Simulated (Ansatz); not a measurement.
# Molybdenum (simple cubic) across density functionals

All rows: Ansatz, plane waves with scalar-relativistic PAW, 420 eV (500 eV for the SCAN forms), relaxed under each functional, no dispersion correction, no zero-point motion. B₀ comes from uniform scaling at fixed shape; a dash is a value not given.

```json
{"functional": "PBE", "V (Å³/atom)": "17.66", "cell": "a = 2.604 Å", "B₀ (GPa)": "190", "magnetic state": "spin not included", "ΔE to bcc (meV/atom)": "1155"}
{"functional": "RPBE", "V (Å³/atom)": "17.94", "cell": "a = 2.618 Å", "B₀ (GPa)": "185", "magnetic state": "spin not included", "ΔE to bcc (meV/atom)": "1142"}
{"functional": "BLYP", "V (Å³/atom)": "18.46", "cell": "a = 2.643 Å", "B₀ (GPa)": "173", "magnetic state": "spin not included", "ΔE to bcc (meV/atom)": "937"}
```

Question: What does revPBE give?

Answer: V (Å³/atom): 17.86; cell: a = 2.614 Å; B₀ (GPa): 184; magnetic state: spin not included; ΔE to bcc (meV/atom): 1146.
